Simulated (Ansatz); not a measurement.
# 6-layer 2H-MoTe2 (2H stacking) in a perpendicular field, part 2 of 3

Aim: how the 6-layer 2H-MoTe2 (2H stacking) screens a field along its normal, and what the field does to its bands. A positive field points along +c.

Ansatz 0.2.0; plane-wave DFT, PBE-D3(BJ), Ansatz PAW.

So far. Step 2 (Relaxing the slab): The lattice constant a goes from 3.550 to 3.498 Å.

### Step 3. Single point, field 0, start network

A sawtooth potential applies the field, turning back in the middle of the vacuum. With the dipole correction the typed value is the field outside the slab. The induced dipole is small, so the SCF threshold is tight.

The cell differs from the one that the last finished run ended in (c 109.245 → 55.877 Å).

The input, input.yaml:

```yaml
crystal:
  lattice:
    - [3.4980356608, 0.0, 0.0]
    - [-1.7490178304, 3.0293877456, 0.0]
    - [0.0, 0.0, 55.8771931987]
  atoms:
    - { symbol: Te, position: [0.3333333333, 0.6666666667, 0.1610675033] }
    - { symbol: Mo, position: [0.0, 0.0, 0.1935850546] }
    - { symbol: Te, position: [0.3333333333, 0.6666666667, 0.2261391234] }
    - { symbol: Te, position: [0.0, 0.0, 0.2836727579] }
    - { symbol: Mo, position: [0.3333333333, 0.6666666667, 0.3161825086] }
    - { symbol: Te, position: [0.0, 0.0, 0.3486939467] }
    - { symbol: Te, position: [0.3333333333, 0.6666666667, 0.4062273491] }
    - { symbol: Mo, position: [0.0, 0.0, 0.4387370886] }
    - { symbol: Te, position: [0.3333333333, 0.6666666667, 0.4712469387] }
    - { symbol: Te, position: [0.0, 0.0, 0.5287530613] }
    - { symbol: Mo, position: [0.3333333333, 0.6666666667, 0.5612629114] }
    - { symbol: Te, position: [0.0, 0.0, 0.5937726509] }
    - { symbol: Te, position: [0.3333333333, 0.6666666667, 0.6513060533] }
    - { symbol: Mo, position: [0.0, 0.0, 0.6838174914] }
    - { symbol: Te, position: [0.3333333333, 0.6666666667, 0.7163272421] }
    - { symbol: Te, position: [0.0, 0.0, 0.7738608766] }
    - { symbol: Mo, position: [0.3333333333, 0.6666666667, 0.8064149454] }
    - { symbol: Te, position: [0.0, 0.0, 0.8389324967] }
kpoints:
  mp_grid: { grid: [18, 18, 1] }
  band_path:
    path: [[0, 0, 0], [0.5, 0, 0], [0.33333333, 0.33333333, 0], [0, 0, 0]]
    npoints: 16
hamiltonian:
  xc: pbe
  dispersion: d3bj
scf:
  occupations: { method: fermi_dirac, width: 0.02585 }
  convergence: { dr2_threshold: 1.0e-10 }
efield:
  axis: 3
  dipole_correction: true
  ramp_position: 0.97
  ramp_width: 0.06
  amplitude: 0
output:
  dos: { projected: true, e_range: [-6, 5] }
  write_potential: true
  write_density: true
  volumetric_format: npy
  elf: true
```

Started as:

```bash
ansatz run input.yaml --threads 4 --pin off --max-ram 16384MiB --backend cpu --events-out ev --progress --plain --runs-dir out
```

Numbers of over 12 decimals in the logs are rounded to 6 here.

The log of the run:

```text
[...]
Crystal: 18 atoms, lattice volume = 592.125 Å³
Basis set: ecut = 420 eV, 11521 PW (Γ)
Bands: 166, of which v1, the nominal top of the filled ones, is band 138 counted from 1 (137 counted from 0)
Symmetry: 6 space group operations
k-points: 37 of 324 (time reversal used)
[...]
SCF iter   1: F=—  HF=-113509.478402 eV  |F-HF|=—  |Δ(HF+E_count)|=         —  Δρ=3.84e-3  dr2=1.42e-1  ethr=1.77e-3  p=0.000 e·Å  D=4.84e-13 V/Å  ΔV_dip=-0.00 eV  dr2_dipole=5.30e-7  V_vac-E_F(+/−)=4.21/4.21 eV  ⟨swp⟩=7.7  Hψ=24216  notcnv=0  defer=56
efield: sawtooth ramp at fractional position 0.9700 (set: `efield.ramp_position`, or a place that a band, a saddle search or an elastic batch's reference lends), width 0.0600; the density the first Hamiltonian is built on has a dipole p = 0.000 e·Å; the dipole correction subtracts the counter field D = 4.84e-13 V/Å, which shifts the + side's vacuum level by -0.00 eV against the − side's; the planar-averaged density in the ramp window peaks in size at 4.3e-5 e/Å³
[...]
SCF iter   2: F=—  HF=-113509.487513 eV  |F-HF|=—  |Δ(HF+E_count)|=   9.11e-3  Δρ=2.26e-3  dr2=3.73e-2  ethr=5.15e-5  p=0.000 e·Å  D=5.24e-5 V/Å  ΔV_dip=-0.00 eV  dr2_dipole=1.08e-6  V_vac-E_F(+/−)=4.47/4.48 eV  ⟨swp⟩=2.5  Hψ=9417  notcnv=0  defer=674
[...]
SCF iter  16: F=-113509.498037 eV  HF=-113509.498037 eV  |F-HF|=2.04e-10  |Δ(HF+E_count)|=  1.46e-10  Δρ=5.78e-8  dr2=6.08e-11  ethr=1.00e-12  p=0.000 e·Å  D=1.21e-10 V/Å  ΔV_dip=-0.00 eV  dr2_dipole=2.42e-16  V_vac-E_F(+/−)=4.31/4.31 eV  ⟨swp⟩=11.5  Hψ=24786  notcnv=0
SCF 1 converged in 16 iterations: F = -113509.498037 eV  dr2 = 6.08e-11
[...]
NSCF: frozen V_eff on 49 k-points
efield: sawtooth ramp at fractional position 0.9700 (kept from the solve that this one continues, or follows in the run), width 0.0600; the density the first Hamiltonian is built on has a dipole p = 0.000 e·Å; the dipole correction subtracts the counter field D = 1.21e-10 V/Å, which shifts the + side's vacuum level by -0.00 eV against the − side's; the planar-averaged density in the ramp window peaks in size at 8.9e-7 e/Å³
[...]
SCF converged after 16 iterations
Free energy (F): -113509.498037 eV
[...]
Internal energy: -113509.498037 eV  (E = F + TS)
E sigma→0 (E₀):  -113509.498037 eV
Entropy (-TS):   -0.000000 eV (-0.000 meV/atom)
Fermi energy:    8.716849 eV
Dipole field:    D = -0.000000 V/Å  (p = -0.000000 e·Å, saw-weighted, corrected)
Work function:   Φ+ = 4.3070 eV   Φ− = 4.3068 eV
Levels:          The Fermi level and band energies are counted from a zero that moves with the ramp; work functions are not
[...]
--- Band table (eV; the first three rows and the last of 37) ---
  k-point 0: bands = [... 134 lower, 8.3089, 8.3537, 8.3807, 8.3954, 11.2669, 11.2669, 11.2808, 11.2808, ... 24 higher]
  k-point 1: bands = [... 134 lower, 8.3330, 8.3424, 8.3470, 8.3498, 11.0735, 11.0866, 11.1090, 11.1418, ... 24 higher]
  k-point 2: bands = [... 134 lower, 8.2117, 8.2453, 8.2922, 8.3414, 10.7438, 10.7460, 10.7513, 10.7585, ... 24 higher]
  k-point 36: bands = [... 134 lower, 8.1119, 8.1808, 8.2496, 8.2988, 9.3890, 9.3890, 9.3950, 9.3950, ... 24 higher]
```

Run time: 6.8 min. Hardware: 4 threads of Arm Neoverse V1, shared host; peak memory 5 GiB.

Numbers from this step:

```
dipole along the normal            : -3.94e-8 e·Å
gap along the path                 : 0.6430 eV
smallest direct gap along the path : 1.090 eV
ionisation energy, upper face      : 4.628 eV
electron affinity, upper face      : 3.985 eV
gap, the smaller of path and mesh  : 0.6430 eV
```

Running mean over a fixed 2.5 Å (it still follows the layers) of the planar mean; the ramp of the sawtooth is left out. Electron's electrostatic potential energy less the Fermi level against z:

z (Å), electron's electrostatic potential energy less the Fermi level (eV) and a bar from the least value:
```
        5       4.30 ##############################
        6       4.23 ##############################
        7       3.09 ###########################
        8       0.60 ######################
        9      -2.90 ##############
       10      -7.38 ###
       11      -8.74 
       12      -5.97 #######
       13      -1.62 ################
       14      -0.33 ###################
       15      -0.24 ####################
       16      -3.63 ############
       17      -7.87 ##
       18      -8.59 #
       19      -5.30 ########
       20      -1.15 ##################
       21      -0.50 ###################
       22      -0.60 ###################
       23      -4.39 ##########
       24      -8.26 #
       25      -8.32 #
       26      -4.55 ##########
       27      -0.68 ###################
       28      -0.51 ###################
       29      -1.06 ##################
       30      -5.16 ########
       31      -8.55 #
       32      -7.95 ##
       33      -3.78 ############
       34      -0.29 ####################
       35      -0.37 ###################
       36      -1.54 #################
       37      -5.87 #######
       38      -8.74 
       39      -7.48 ###
       40      -3.06 #############
       41      -0.06 ####################
       42      -0.15 ####################
       43      -2.02 ################
       44      -6.48 #####
       45      -8.82 
       46      -6.94 ####
       47      -2.40 ###############
       48       0.88 ######################
       49       3.42 ############################
       50       4.25 ##############################
       51       4.30 ##############################
```

The density of states has structure finer than the step of the table below, so its rows give means over 0.2 eV, whole bins alone (the curve runs from -6 to 2.3 eV). Peaks (eV: height): -3.99: 35.5, -3.55: 31.5, -2.36: 31.7, -1.78: 30.2, 1.25: 42.0, 1.31: 36.3, 1.39: 31.1.

Density of states against energy, zero at the Fermi level of the run, which the smearing sets inside the gap; means over each step:

```tsv
energy (eV)	density of states (states/eV a cell)
-5.8	6.96
-5.6	8.58
-5.4	15.8
-5.2	22.0
-5.0	14.7
-4.8	9.70
-4.6	7.84
-4.4	7.97
-4.2	12.2
-4.0	16.9
-3.8	13.4
-3.6	18.5
-3.4	11.9
-3.2	14.6
-3.0	17.4
-2.8	17.1
-2.6	12.0
-2.4	18.6
-2.2	22.4
-2.0	22.9
-1.8	22.0
-1.6	19.9
-1.4	17.0
-1.2	11.4
-1.0	19.9
-0.8	18.4
-0.6	8.06
-0.4	2.80
-0.2	2.8e-4
0.0	0
0.2	0
0.4	1.79
0.6	5.73
0.8	15.6
1.0	20.4
1.2	27.3
1.4	24.8
1.6	14.8
1.8	18.7
2.0	17.5
2.2	12.3
```

Projected DOS per atom over height of the atomic layer and energy from the Fermi level. Layers: Te Mo Te Te Mo Te Te Mo Te Te Mo Te Te Mo Te Te Mo Te from below.

Ten even steps from '0' (0.00 states/eV) to '9' (2.74 states/eV), each cell a mean:
```
122232232232232221
252252252252252252
292282282282282292
191191191191191191
030040030030040030
000000000000000000
000000000000000000
010010010010010010
262262262262262262
251141141141141152
363363363363363363
453353353353353354
243343343343343342
242242242242242242
332232232232232233
332333233332333233
333322323323223333
111212212212212111
211111111111111112
434323323323323434
213323323323323312
101101101101101101
```
Columns: height of the atomic layer (Å) from 9 to 46.9 (not evenly spaced); rows upwards: energy from the Fermi level (eV) from -5.96 to 2.32.

Electronic bands along the path, in eV, zero at the Fermi level of the run, which the smearing sets inside the gap:

```tsv
point	band 135	band 136	band 137	band 138	band 139	band 140	band 141	band 142
Γ	-0.41	-0.36	-0.34	-0.32	2.55	2.55	2.56	2.56
halfway	-1.28	-1.27	-1.25	-1.21	0.84	0.91	1.02	1.14
M	-0.81	-0.72	-0.64	-0.60	0.95	0.96	0.97	0.99
halfway	-0.77	-0.70	-0.64	-0.60	0.86	0.89	0.94	0.98
K	-0.60	-0.54	-0.47	-0.42	0.67	0.67	0.68	0.68
halfway	-1.09	-1.05	-1.02	-1.01	0.43	0.52	0.65	0.81
Γ	-0.41	-0.36	-0.34	-0.32	2.55	2.55	2.56	2.56
```

ELF in the ca plane at fractional y = 0.667, with atoms of Te and Mo within 0.2 Å of it. It is the smooth field of the valence electrons, not physical close to the nuclei.

Values, 5 rows by 16 columns, each cell a mean:
```
0.00 0.00 0.00 0.00 0.00 0.04 0.20 0.34 0.20 0.20 0.31 0.23 0.15 0.61 0.51 0.40
0.00 0.00 0.00 0.00 0.03 0.25 0.51 0.49 0.31 0.24 0.48 0.48 0.19 0.51 0.54 0.31
0.00 0.00 0.00 0.01 0.17 0.71 0.59 0.22 0.42 0.34 0.30 0.41 0.41 0.16 0.32 0.53
0.00 0.00 0.00 0.01 0.22 0.76 0.52 0.10 0.40 0.34 0.21 0.32 0.45 0.09 0.25 0.57
0.00 0.00 0.00 0.00 0.07 0.47 0.64 0.47 0.40 0.29 0.49 0.55 0.27 0.38 0.49 0.34
```
Columns run along c (16.0 Å, from fractional 0.03 to 0.32 of the cell), rows up along a (3.5 Å). Atoms in or near the plane, at fractional coordinates: Te at (0.16, 0.33), Te at (0.23, 0.33), Mo at (0.32, 0.33).

Electrostatic potential energy in the ca plane at fractional y = 0.667, with atoms of Te and Mo within 0.2 Å of it. With pseudopotentials it is smooth inside the atoms' cores, unlike the true potential.

Ten even steps from '0' (-13 eV) to '9' (25 eV), each cell a mean:
```
66666666666666666665555433455555666654224555
66666666666666666666655422355666666653113556
66666666666666666654455443455445566654334554
66666666666666666420014555542001456665555420
66666666666666665227731455521773156666655200
66666666666666665159970456515998146666664100
66666666666666665149960455514996046666665100
66666666666666665312302555530231256666555300
66666666666666666542234544554223566655444543
```
Columns run along c (16.0 Å, from fractional 0.03 to 0.32 of the cell; values clipped at the 3rd and 97th percentile), rows up along a (3.5 Å). Atoms in or near the plane, at fractional coordinates: Te at (0.16, 0.33), Te at (0.23, 0.33), Mo at (0.32, 0.33).

Valence density in the ca plane at fractional y = 0.667, with atoms of Te and Mo within 0.2 Å of it. It is the smooth field of the valence electrons, not physical close to the nuclei.

Ten steps, logarithmic in the rise over the least value, from '0' (0 e/Å³) to '9' (15 e/Å³), each cell a mean:
```
00000000000000000011122223222111100112332221
00000000000000000011111233221111000112332211
00000000000000000112222222222221100112222222
00000000000000001234432222223443210011222234
00000000000000001357863211235786321001112367
00000000000000002379984211237998421000112478
00000000000000002369974211236997421000112468
00000000000000001245643221234564311001122346
00000000000000000123322222222332110011222223
```
Columns run along c (16.0 Å, from fractional 0.03 to 0.32 of the cell), rows up along a (3.5 Å). Atoms in or near the plane, at fractional coordinates: Te at (0.16, 0.33), Te at (0.23, 0.33), Mo at (0.32, 0.33).

The gap is 0.64 eV, with the valence edge 4.63 eV and the conduction edge 3.99 eV under the upper vacuum level. Spin-orbit coupling, left out in this run, matters for the bands of elements this heavy.

### Step 4. Atoms held, field 0.1 V/Å

Edit input.yaml of step 3 so:

```diff
@@ -40,5 +40,4 @@
   ramp_width: 0.06
-  amplitude: 0
+  amplitude: 0.1
 output:
-  dos: { projected: true, e_range: [-6, 5] }
   write_potential: true
@@ -46,2 +45 @@
   volumetric_format: npy
-  elf: true
```

The log of the run:

```text
[...]
Crystal: 18 atoms, lattice volume = 592.125 Å³
Basis set: ecut = 420 eV, 11521 PW (Γ)
Bands: 166, of which v1, the nominal top of the filled ones, is band 138 counted from 1 (137 counted from 0)
Symmetry: 6 space group operations
k-points: 37 of 324 (time reversal used)
[...]
k-point 0: bands = [... 134 lower, 8.2807, 8.3383, 8.3992, 8.4706, 11.1876, 11.1876, 11.2493, 11.2493, ... 24 higher]
  k-point 1: bands = [... 134 lower, 8.2847, 8.3395, 8.3918, 8.4485, 10.9914, 11.0533, 11.1062, 11.1538, ... 24 higher]
  k-point 2: bands = [... 134 lower, 8.1963, 8.2568, 8.3153, 8.3925, 10.6176, 10.6754, 10.6955, 10.7499, ... 24 higher]
  k-point 36: bands = [... 134 lower, 8.1122, 8.1782, 8.2565, 8.3691, 9.2670, 9.3122, 9.3654, 9.3896, ... 24 higher]
[key lines of the parts left out:]
SCF converged after 19 iterations
Free energy (F): -113509.509136 eV
Fermi energy:    8.729098 eV
Dipole field:    D = 0.067843 V/Å  (p = 0.222003 e·Å, saw-weighted, corrected)
```

Run time: 7.3 min. Hardware: 4 threads; peak memory 4.6 GiB.

The dipole is 0.222 e·Å, and the gap 0.530 eV.

### Step 5. Single point, field -0.1 V/Å

Edit input.yaml of step 4 so:

```diff
@@ -40,3 +40,3 @@
   ramp_width: 0.06
-  amplitude: 0.1
+  amplitude: -0.1
 output:
```

The log of the run:

```text
[...]
Crystal: 18 atoms, lattice volume = 592.125 Å³
Basis set: ecut = 420 eV, 11521 PW (Γ)
Bands: 166, of which v1, the nominal top of the filled ones, is band 138 counted from 1 (137 counted from 0)
Symmetry: 6 space group operations
k-points: 37 of 324 (time reversal used)
[...]
k-point 0: bands = [... 134 lower, 8.2807, 8.3383, 8.3992, 8.4706, 11.1876, 11.1876, 11.2493, 11.2493, ... 24 higher]
  k-point 1: bands = [... 134 lower, 8.2847, 8.3395, 8.3918, 8.4485, 10.9914, 11.0533, 11.1062, 11.1538, ... 24 higher]
  k-point 2: bands = [... 134 lower, 8.1963, 8.2568, 8.3153, 8.3925, 10.6176, 10.6754, 10.6955, 10.7499, ... 24 higher]
  k-point 36: bands = [... 134 lower, 8.1122, 8.1782, 8.2565, 8.3691, 9.2671, 9.3122, 9.3654, 9.3896, ... 24 higher]
[key lines of the parts left out:]
SCF converged after 19 iterations
Free energy (F): -113509.509136 eV
Fermi energy:    8.729097 eV
Dipole field:    D = -0.067843 V/Å  (p = -0.222001 e·Å, saw-weighted, corrected)
```

Run time: 7.4 min. Hardware: 4 threads; peak memory 4.6 GiB.

The dipole is -0.222 e·Å, and the gap 0.530 eV.

### Step 6. Atoms held, field 0.2 V/Å

Edit input.yaml of step 5 so:

```diff
@@ -40,3 +40,3 @@
   ramp_width: 0.06
-  amplitude: -0.1
+  amplitude: 0.2
 output:
```

The log of the run:

```text
[...]
Crystal: 18 atoms, lattice volume = 592.125 Å³
Basis set: ecut = 420 eV, 11521 PW (Γ)
Bands: 166, of which v1, the nominal top of the filled ones, is band 138 counted from 1 (137 counted from 0)
Symmetry: 6 space group operations
k-points: 37 of 324 (time reversal used)
[...]
k-point 0: bands = [... 134 lower, 8.2285, 8.3369, 8.4467, 8.5708, 11.0744, 11.0744, 11.1744, 11.1744, ... 24 higher]
  k-point 1: bands = [... 134 lower, 8.2321, 8.3399, 8.4449, 8.5551, 10.8760, 10.9767, 11.0550, 11.0761, ... 24 higher]
  k-point 2: bands = [... 134 lower, 8.1495, 8.2596, 8.3659, 8.4845, 10.4797, 10.5544, 10.6229, 10.6995, ... 24 higher]
  k-point 36: bands = [... 134 lower, 8.0894, 8.1959, 8.3127, 8.4803, 9.1335, 9.2322, 9.3288, 9.3383, ... 24 higher]
[key lines of the parts left out:]
SCF converged after 30 iterations
Free energy (F): -113509.542441 eV
Fermi energy:    8.739460 eV
Dipole field:    D = 0.135726 V/Å  (p = 0.444136 e·Å, saw-weighted, corrected)
```

Elapsed: 8.8 min, on 4 threads; peak memory 4.7 GiB; 35 min of CPU time.

The dipole is 0.444 e·Å, and the gap 0.350 eV.

(Continued in part 3 of 3.)

[Logs are printed without paths, hosts, clocks, repeated set-up lines and the standing remarks that a program may print on its own settings, such as how far it seeks lower states.]

[Hosts, paths, dates, database ids (printed as entryN), source tags and the programs' standing remarks are cut or masked in the printed files.]

[Maps of the electrostatic potential energy from Ansatz leave out the sawtooth potential of an applied field or a dipole correction, so their vacuum need not be flat; planar profiles and work functions include it.]

[The density of states shown here was stored with 400 of the rows of the run's finer table, so its peaks can read low, often by over a quarter, or be missed, and its means over a window can be off by a tenth or more.]
